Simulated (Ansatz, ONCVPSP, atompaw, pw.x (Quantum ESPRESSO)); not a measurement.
Which Mg potential is closest to all-electron in the fcc crystal?

All use PBE, scalar-relativistic, no spin, cutoffs from each file’s atomic test, pw.x 7.5; 13³ k-points, Fermi–Dirac smearing 0.01 Ry. Δ is the rms difference from all-electron LAPW of the E(V) curves that follow from fits to the pressures, over ±6 % in volume. Mesh and smearing are coarse and serve the comparison alone. The files are a selection: those with a ghost or negative overlap were mostly not run, and those with noisy or unconverged pressures or nearly equal Δ are left out.

All-electron: a0 = 4.524 Å (V0 = 23.15 Å³/atom), B0 = 35.0 GPa.

Question: Rank them by Δ, smallest first.
A. optimised norm-conserving Vanderbilt (ONCV), ONCVPSP 4.0.1.1 (patched build), PBE; core [Ne], reference 3s2; waves: 3s: rc 2.80 bohr, ncon 4, nbas 9, qcut 2.8 1/bohr, 2 projectors, debl 3.7 Ha; p scattering state at 0.36 Ha: rc 2.15 bohr, ncon 4, nbas 9, qcut 4.6 1/bohr, 2 projectors, debl 1.2 Ha; d scattering state at 0.03 Ha: rc 2.90 bohr, ncon 3, nbas 6, qcut 3.8 1/bohr, 2 projectors, debl 3.4 Ha; local part: polynomial inside 1.40 bohr (lpopt 5, dvloc0 6 Ha); core correction: polynomial model core, fcfact 0.65.
B. PAW, atompaw 4.2.0.5, PBE; core [He] 2s2, reference 2p6 3s1 3p1; waves: 3s (bound): rc 2.00 bohr; 3s channel at 2.3 Ry: rc 2.00 bohr; 2p (bound): rc 1.00 bohr; 3p (bound): rc 2.00 bohr; 3d channel at 0.2 Ry: rc 2.00 bohr; local part: troulliermartins scheme with l = 3 at 0 Ry, radius 1.60 bohr; core correction: smooth core density matched at 1.75 bohr; augmentation: sinc compensation charge, radius 1.70 bohr; PAW radius 2.00 bohr; waves and projectors: custom rrkj gramschmidtortho.
C. optimised norm-conserving Vanderbilt (ONCV), ONCVPSP 4.0.1.1 (patched build), PBE; core [He] 2s2, reference 2p6 3s2; waves: 3s: rc 2.80 bohr, ncon 3, nbas 7, qcut 2.2 1/bohr, 2 projectors, debl 0.8 Ha; 2p: rc 1.15 bohr, ncon 4, nbas 8, qcut 11.4 1/bohr, 2 projectors, debl 3.7 Ha; d scattering state at 0.28 Ha: rc 2.95 bohr, ncon 4, nbas 8, qcut 3.5 1/bohr, 2 projectors, debl 4 Ha; local part: polynomial inside 0.80 bohr (lpopt 5, dvloc0 0 Ha); core correction: Teter function, fcfact 3.5, rcfact 1.5.

Answer: B (0.1 meV/atom), A (1.9 meV/atom), C (6.4 meV/atom).
